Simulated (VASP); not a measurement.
A run of VASP 6.6.1 is set up as follows.

INCAR

```
PREC = Accurate
ENCUT = 520
EDIFF = 1E-7
ISMEAR = 0
SIGMA = 0.1
LREAL = False
LASPH = True
NELM = 100
ALGO = Normal
ISIF = 2
LWAVE = False
LCHARG = False
MAGMOM = 0 0 0
LORBIT = 11
LSORBIT = True
GGA_COMPAT = False
LMAXMIX = 4
GGA = PE
KPAR = 4
```

File KPOINTS:

```
Automatic mesh
0
Gamma
  18 18 18
```

Contents of POSCAR:

```
Pt                                      
1.0
    0.0000000000      2.0056389192      2.0056389192
    2.0056389192      0.0000000000      2.0056389192
    2.0056389192      2.0056389192      0.0000000000
  Pt            
     1
Direct
     0.0000000000000000    0.0000000000000000    0.0000000000000000
```

Potentials or basis: VASP PAW PBE potentials, release 64 (Pt).

Run with:

```console
$ cat potpaw_PBE.64/Pt/POTCAR > POTCAR
$ mpirun -np 4 vasp_ncl > vasp.out
```

(1) Predict the net moment.

(2) Estimate the pressure.

Answers

(1) 0.00 μB per cell.

(2) -6.6 GPa.
